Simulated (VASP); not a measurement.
# SiC (F-43m) in VASP: Born charges and dielectric tensor with LDA

Aim: the Born charges and dielectric tensor of SiC with LDA.

All numbers are computed with VASP 6.6.1; they aren't measurements. Logs are shortened: lines on timing, memory, paths and dates and some standing lists are left out, and cuts for length are marked.

**The experiment to reproduce.**

“Insight into the structural, elastic and electronic properties of a new orthorhombic 6O-SiC polytype”, 2020, pmc:7200658 quotes, for a bulk crystal of SiC: band gap 2.4 eV (indirect).

“Infrared properties of SiC particles”, 1999, arxiv:astro-ph/9903031 quotes, for a bulk crystal of SiC: high-frequency dielectric constant 6.49.

The results are compared with them further down.

### 1 Starting point

It takes space group F-43m (No. 216, cubic). Conventional cell: a = 4.331 Å, b = 4.331 Å, c = 4.331 Å, α = 90.00°, β = 90.00°, γ = 90.00°. Around Si (site symmetry -43m) lie 4 C at 1.88 Å. Around C (site symmetry -43m) lie 4 Si at 1.88 Å.

The cell is a database's computed one.

### 2 Born charges and dielectric tensor, LDA

INCAR reads:

```
SYSTEM = SiC
PREC = Accurate ; ENCUT = 600
EDIFF = 1E-8 ; ISMEAR = 0
SIGMA = 0.02 ; LREAL = .False.
LASPH = .True. ; NELM = 100
ALGO = Normal ; ISIF = 2
LWAVE = .False. ; LCHARG = .False.
GGA = CA ; LEPSILON = .True.
IBRION = 8 ; NSW = 1
```

KPOINTS reads:

```
Automatic mesh
0
Gamma
  10 10 10
  0 0 0
```

POSCAR reads:

```
SiC
1.0
    0.0000000000      2.1652800000      2.1652800000
    2.1652800000      0.0000000000      2.1652800000
    2.1652800000      2.1652800000      0.0000000000
Si C
1 1
Direct
    0.7500000000      0.7500000000      0.7500000000
    0.0000000000      0.0000000000      0.0000000000
```

Potentials or basis: VASP PAW LDA potentials, release 64 (Si, C).

Command:

```
$ cat potpaw_LDA.64/Si/POTCAR potpaw_LDA.64/C/POTCAR > POTCAR
$ mpirun -np 1 vasp_std > vasp.out
```

OUTCAR:

```text
SYSTEM = SiC
   PREC = Accurate
   ENCUT = 600
   EDIFF = 1E-8
   ISMEAR = 0
   LREAL = .False.
   LASPH = .True.
   NELM = 100
   ISIF = 2
   GGA = CA
   LEPSILON = .True.
   IBRION = 8
   NSW = 1

 ion  position               nearest neighbor table
   1  0.750  0.750  0.750-   2 1.88   2 1.88   2 1.88   2 1.88
   2  0.000  0.000  0.000-   1 1.88   1 1.88   1 1.88   1 1.88

  LATTYP: Found a face centered cubic cell.
 ALAT       =     4.3305600000

  Lattice vectors:

 A1 = (   0.0000000000,   2.1652800000,   2.1652800000)
 A2 = (   2.1652800000,   0.0000000000,   2.1652800000)
 A3 = (   2.1652800000,   2.1652800000,   0.0000000000)

Analysis of symmetry for initial positions (statically):
=====================================================================
 Subroutine PRICEL returns:
 Original cell was already a primitive cell.

 Routine SETGRP: Setting up the symmetry group for a
 face centered cubic supercell.

 Subroutine GETGRP returns: Found 24 space group operations
 (whereof 24 operations were pure point group operations)
 out of a pool of 48 trial point group operations.

The static configuration has the point symmetry T_d .

Analysis of symmetry for dynamics (positions and initial velocities):
=====================================================================
 Subroutine PRICEL returns:
 Original cell was already a primitive cell.

 Routine SETGRP: Setting up the symmetry group for a
 face centered cubic supercell.

 Subroutine GETGRP returns: Found 24 space group operations
 (whereof 24 operations were pure point group operations)
 out of a pool of 48 trial point group operations.

The dynamic configuration has the point symmetry T_d .

 Subroutine INISYM returns: Found 24 space group operations
 (whereof 24 operations are pure point group operations),
 and found     1 'primitive' translations

----------------------------------------------------------------------------------------

                                     Primitive cell

  volume of cell :      20.3036

  direct lattice vectors                    reciprocal lattice vectors
     0.000000000  2.165280000  2.165280000    -0.230917018  0.230917018  0.230917018
     2.165280000  0.000000000  2.165280000     0.230917018 -0.230917018  0.230917018
     2.165280000  2.165280000  0.000000000     0.230917018  0.230917018 -0.230917018

  length of vectors
     3.062168342  3.062168342  3.062168342     0.399960007  0.399960007  0.399960007

  position of ions in fractional coordinates (direct lattice)
     0.750000000  0.750000000  0.750000000
     0.000000000  0.000000000  0.000000000

  ion indices of the primitive-cell ions
   primitive index   ion index
                 1           1
                 2           2

----------------------------------------------------------------------------------------

 KPOINTS: Automatic mesh

Automatic generation of k-mesh.
 Grid dimensions read from file:
 generate k-points for:   10   10   10

 Generating k-lattice:

  Cartesian coordinates                     Fractional coordinates (reciprocal lattice)
    -0.023091702  0.023091702  0.023091702     0.100000000  0.000000000  0.000000000
     0.023091702 -0.023091702  0.023091702     0.000000000  0.100000000  0.000000000
     0.023091702  0.023091702 -0.023091702     0.000000000  0.000000000  0.100000000

  Length of vectors
     0.039996001  0.039996001  0.039996001

  Shift w.r.t. Gamma in fractional coordinates (k-lattice)
     0.000000000  0.000000000  0.000000000

 Subroutine IBZKPT returns following result:
 ===========================================

 Found     47 irreducible k-points:

 Following reciprocal coordinates:
            Coordinates               Weight
  0.000000  0.000000  0.000000      1.000000
  0.100000  0.000000  0.000000      8.000000
[... 370 lines left out ...]
     2.165280000  0.000000000  2.165280000     0.230917018 -0.230917018  0.230917018
     2.165280000  2.165280000  0.000000000     0.230917018  0.230917018 -0.230917018

 POSITION                                       TOTAL-FORCE (eV/Angst)
 -----------------------------------------------------------------------------------
      3.24792      3.24792      3.24792        -0.000000      0.000000      0.000000
      0.00000      0.00000      0.00000         0.000000     -0.000000     -0.000000
 -----------------------------------------------------------------------------------
    total drift:                                0.000000      0.000000      0.000000

  FREE ENERGIE OF THE ION-ELECTRON SYSTEM (eV)
  ---------------------------------------------------
  free  energy   TOTEN  =       -16.6446709350 eV

  energy  without entropy=      -16.6446709350  energy(sigma->0) =      -16.64467094

 HEAD OF MICROSCOPIC STATIC DIELECTRIC TENSOR (INDEPENDENT PARTICLE, excluding Hartree and local field effects)
 ------------------------------------------------------
           7.296753     0.000000     0.000000
          -0.000000     7.296753     0.000000
           0.000000    -0.000000     7.296753
 ------------------------------------------------------

 Free energy of the ion-electron system (eV)
  ---------------------------------------------------
  ---------------------------------------------------
  free energy    TOTEN  =        -0.35429485 eV

  energy without entropy =       -0.35429485

------------------------ aborting loop because EDIFF is reached ----------------------------------------

--------------------------------------- Ionic step        2  -------------------------------------------

------------------------ aborting loop because EDIFF is reached ----------------------------------------

--------------------------------------- Ionic step        3  -------------------------------------------

------------------------ aborting loop because EDIFF is reached ----------------------------------------

 PIEZOELECTRIC TENSOR FIELD DIRECTION 3  (e Angst)
 -----------------------------------------------------------------------------
    -0.00064 -1.25149  0.00000           ( -0.00000 -0.05557  0.00000)
    -1.25149 -0.00064  0.00000           ( -0.05557 -0.00000  0.00000)
     0.00000  0.00000  0.00077           (  0.00000  0.00000 -0.00000)

 PIEZOELECTRIC TENSOR FIELD DIRECTION 3  (C/m^2)
 -----------------------------------------------------------------------------
    -0.00050 -0.98757  0.00000
    -0.98757 -0.00050  0.00000
     0.00000  0.00000  0.00061

--------------------------------------- Ionic step        4  -------------------------------------------

------------------------ aborting loop because EDIFF is reached ----------------------------------------

[... ionic steps 5 to 6 ...]

--------------------------------------- Ionic step        7  -------------------------------------------

 Free energy of the ion-electron system (eV)
  ---------------------------------------------------
  ---------------------------------------------------
  free energy    TOTEN  =        -0.12460352 eV

  energy without entropy =       -0.12460352

------------------------ aborting loop because EDIFF is reached ----------------------------------------

 INTERNAL STRAIN TENSOR  FOR ION    2  DIRECTION 1   (eV/Angst):
 -----------------------------------------------------------------------------
    -0.00814  0.00000  0.00000
     0.00000  0.00345 -8.63333
     0.00000 -8.63333  0.00345

 MACROSCOPIC STATIC DIELECTRIC TENSOR (including local field effects in DFT)
 ------------------------------------------------------
           6.972604    -0.000000    -0.000000
           0.000000     6.972604     0.000000
           0.000000    -0.000000     6.972604
 ------------------------------------------------------

 PIEZOELECTRIC TENSOR (including local field effects)  for field in x, y, z        (e  Angst)
          XX          YY          ZZ          XY          YZ          ZX
  --------------------------------------------------------------------------------
  x    -0.00000     0.00000    -0.00000     0.00000    -1.24890     0.00000
  y     0.00000     0.00000     0.00000     0.00000     0.00000    -1.24890
  z     0.00000    -0.00000    -0.00000    -1.24890     0.00000     0.00000

 PIEZOELECTRIC TENSOR (including local field effects)  for field in x, y, z        (C/m^2)
          XX          YY          ZZ          XY          YZ          ZX
  --------------------------------------------------------------------------------
  x    -0.00000     0.00000    -0.00000     0.00000    -0.98552     0.00000
  y     0.00000     0.00000     0.00000     0.00000     0.00000    -0.98552
  z     0.00000    -0.00000    -0.00000    -0.98552     0.00000     0.00000

 BORN EFFECTIVE CHARGES (including local field effects) (in |e|, cummulative output)
 ---------------------------------------------------------------------------------
 ion    1
    1     2.71479     0.00000     0.00000
    2    -0.00000     2.71479    -0.00000
    3     0.00000    -0.00000     2.71479
 ion    2
    1    -2.71479     0.00000    -0.00000
    2     0.00000    -2.71479     0.00000
    3    -0.00000     0.00000    -2.71479

 INTERNAL STRAIN TENSOR FOR ION    2 for displacements in x,y,z  (eV/Angst):
          X           Y           Z          XY          YZ          ZX
  --------------------------------------------------------------------------------
  x     0.00000     0.00000     0.00000     0.00000    -8.63333     0.00000
  y     0.00000     0.00000     0.00000     0.00000     0.00000    -8.63333
  z     0.00000     0.00000     0.00000    -8.63333     0.00000     0.00000

 SECOND DERIVATIVES (NOT SYMMETRIZED)
 ------------------------------------
               1X          1Y          1Z          2X          2Y          2Z
  1X   -19.641582    0.000000    0.000000   19.641582    0.000000    0.000000
  1Y     0.000000  -19.641582    0.000000    0.000000   19.641582    0.000000
  1Z     0.000000    0.000000  -19.641582    0.000000    0.000000   19.641582
  2X    19.641708    0.000000    0.000000  -19.641708    0.000000    0.000000
  2Y     0.000000   19.641708    0.000000    0.000000  -19.641708    0.000000
  2Z     0.000000    0.000000   19.641708    0.000000    0.000000  -19.641708

 Eigenvectors and eigenvalues of the dynamical matrix
 ----------------------------------------------------

   1 f  =   23.887113 THz   150.087156 2PiTHz  796.788316 cm-1    98.789116 meV
             X         Y         Z           dx          dy          dz
      3.247920  3.247920  3.247920     0.000000    0.000000   -0.547316
      0.000000  0.000000  0.000000     0.000000    0.000000    0.836926
[... 21 lines left out ...]
   6 f/i=    0.000035 THz     0.000221 2PiTHz    0.001174 cm-1     0.000146 meV
             X         Y         Z           dx          dy          dz
      3.247920  3.247920  3.247920    -0.059484    0.084263    0.830546
      0.000000  0.000000  0.000000    -0.038900    0.055104    0.543144

--------------------------------------------------------------------------------------------------------

 MACROSCOPIC STATIC DIELECTRIC TENSOR IONIC CONTRIBUTION
 ------------------------------------------------------
           3.344167    -0.000000     0.000000
          -0.000000     3.344167    -0.000000
           0.000000    -0.000000     3.344167
 ------------------------------------------------------

 ELASTIC MODULI CONTR FROM IONIC RELAXATION (kBar)
 Direction    XX          YY          ZZ          XY          YZ          ZX
 --------------------------------------------------------------------------------
 XX          -0.0000      0.0000      0.0000      0.0000      0.0000      0.0000
 YY           0.0000     -0.0000      0.0000      0.0000      0.0000      0.0000
 ZZ           0.0000      0.0000     -0.0000      0.0000      0.0000      0.0000
 XY           0.0000      0.0000      0.0000   -274.1198      0.0000      0.0000
 YZ           0.0000      0.0000      0.0000      0.0000   -274.1198      0.0000
 ZX           0.0000      0.0000      0.0000      0.0000      0.0000   -274.1198
 --------------------------------------------------------------------------------

 PIEZOELECTRIC TENSOR IONIC CONTR  for field in x, y, z        (C/m^2)
          XX          YY          ZZ          XY          YZ          ZX
  --------------------------------------------------------------------------------
  x    -0.00000     0.00000    -0.00000     0.00000     0.90092     0.00000
  y     0.00000    -0.00000     0.00000    -0.00000    -0.00000     0.90092
  z    -0.00000     0.00000    -0.00000     0.90092     0.00000    -0.00000
```

Wall time 74 s (1 thread of Intel Xeon Platinum 8488C (Sapphire Rapids), shared host); peak memory 0.19 GiB.

What came out:

| Property | Result |
| --- | --- |
| Band gap on the k mesh | 1.29 eV, indirect (least direct gap 4.52 eV) |
| Electronic dielectric tensor (diagonal) | 6.97 |
| Born charges (mean of the diagonal) | Si +2.71; C -2.71 e |
| Highest phonon frequency at Γ, LO-TO splitting left out | 797 cm⁻¹ |

Phonon frequencies in cm⁻¹ (negative: imaginary):
| q point | frequencies |
| --- | --- |
| (0.000, 0.000, 0.000) | 0 0 0 797 797 797 |

Electronic dielectric tensor:
```
6.97 0.00 0.00
0.00 6.97 0.00
0.00 0.00 6.97
```

Born effective charge tensors (e):
atom 1, Si
```
2.71 0.00 0.00
0.00 2.71 0.00
0.00 0.00 2.71
```
atom 2, C
```
-2.71  0.00  0.00
 0.00 -2.71  0.00
 0.00  0.00 -2.71
```

### 3 How close it comes

Step 2. Measured gap of SiC: 2.4 eV (indirect; quoted in “Insight into the structural, elastic and electronic properties of a new orthorhombic 6O-SiC polytype”, 2020, pmc:7200658). This calculation gives 1.29 eV (-1.11 eV). The value is that of LDA on a finite k mesh, which can miss the band edges, without temperature or zero-point motion. Semilocal functionals fall short of measured gaps as a rule. The cell is a database's relaxed one, not the measured one, which moves gaps too. Against the measured high-frequency dielectric constant of SiC, 6.49 (quoted in “Infrared properties of SiC particles”, 1999, arxiv:astro-ph/9903031), the calculated 6.97 is off by +7.4 %.
